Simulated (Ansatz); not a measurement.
Runs of Ansatz 0.2.0 on NbAs. It takes space group I4_1md (No. 109, tetragonal). The conventional cell has a = 3.452 Å, b = 3.452 Å, c = 11.680 Å, α = 90.00°, β = 90.00°, γ = 90.00°. Around Nb (site symmetry 2mm) lie 6 As at 2.60 to 2.63 Å. As (site symmetry 2mm) is surrounded by 6 Nb at 2.60 to 2.63 Å. 

```csv
task,level,U,k mesh,hubbard projectors,double counting,points for each segment of the path,mesh quality,gap on the mesh (eV),pressure (GPa),largest force (eV/Å)
projected density of states,PBEsol+U,Nb d U = 4 eV,11 × 11 × 11,ortho-atomic (the default),fll (the default),-,not flagged,none,-0.9,0.27
projected density of states,PBEsol+U,Nb d U = 5 eV,11 × 11 × 11,ortho-atomic (the default),fll (the default),-,not flagged,none,(a),(b)
projected density of states,PBEsol+U,Nb d U = 1 eV,11 × 11 × 11,ortho-atomic (the default),fll (the default),-,not flagged,none,-2.0,0.29
projected density of states,PBEsol+U,Nb d U = 3 eV,11 × 11 × 11,ortho-atomic (the default),fll (the default),-,not flagged,none,-1.3,0.28
projected density of states,PBEsol+U,Nb d U = 2 eV,11 × 11 × 11,ortho-atomic (the default),fll (the default),-,not flagged,none,-1.7,0.28
projected density of states,PBEsol+U,Nb d U = 6 eV,11 × 11 × 11,ortho-atomic (the default),fll (the default),-,not flagged,none,2.3,0.06
projected density of states,PBEsol,-,11 × 11 × 11,-,-,-,not flagged,none,-2.3,0.29
band structure,PBEsol0,-,6 × 6 × 6,-,-,4,coarse,-,-5.3,(c)
```

Alike in all rows: potentials or basis Ansatz PAW; no spin polarisation; cell as given; cutoff (eV) 420; smearing fermi-dirac 0.05 eV.

Question: Fill in the values left out.

Answer: (a) -0.3; (b) 0.24; (c) 0.31.

Caveats: some runs use coarse meshes; the PAW data sets come from PBE, with cores solved anew for the run's functional, which leaves a small shift of forces and pressure; U without spin polarisation on a metal has little footing (some runs); the U is typed as a test and isn't derived for this compound (some runs); the thresholds are loose for stress (some runs).

A k mesh can miss the band edges, and the runs leave out spin-orbit coupling on As, Nb.

A gap of «none» marks a metal or a gap under the smearing width.
